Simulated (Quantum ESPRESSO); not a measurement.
Input of a Quantum ESPRESSO 7.5 run:

File pw.in:

```
&CONTROL
  calculation = 'vc-relax'
  prefix = 'pwscf'
  outdir = './tmp'
  pseudo_dir = './pseudo'
  tprnfor = .true.
  tstress = .true.
  disk_io = 'low'
  nstep = 40
  forc_conv_thr = 0.0004
  etot_conv_thr = 1d-05
/
&SYSTEM
  ibrav = 0
  nat = 2
  ntyp = 1
  ecutwfc = 63
  ecutrho = 506
  nbnd = 19
  input_dft = 'pbesol'
  occupations = 'smearing'
  smearing = 'fd'
  degauss = 0.00367493
/
&ELECTRONS
  conv_thr = 4d-10
  electron_maxstep = 120
  mixing_beta = 0.5
/
&IONS
  ion_dynamics = 'bfgs'
/
&CELL
  cell_dynamics = 'bfgs'
  press = 50
  press_conv_thr = 0.3
/
ATOMIC_SPECIES
Zr    91.2240 Zr_pbe_v1.uspp.F.UPF
CELL_PARAMETERS bohr
   6.1075948348    0.0000000000    0.0000000000
  -3.0537974174    5.2893322829    0.0000000000
   0.0000000000    0.0000000000    9.7264203634
ATOMIC_POSITIONS bohr
Zr     3.0537974177    1.7631107608    7.2948152726
Zr    -0.0000000003    3.5262215221    2.4316050909
K_POINTS automatic
9 9 5 0 0 0
```

Potentials or basis: SSSP 1.3 efficiency PBE.

Run with:

```console
$ OMP_NUM_THREADS=1 pw.x -in pw.in > pw.out
```

(1) Estimate the relaxed volume.

(2) Estimate the space group after relaxing (to 0.05 Å).

(3) Estimate the band gap on the k mesh.

Results:

(1) 21.44 Å³/atom.

(2) P6_3/mmc (No. 194).

(3) none (metal or under the smearing width).

Caveat: the potentials were made for another functional, which shifts forces and pressure.
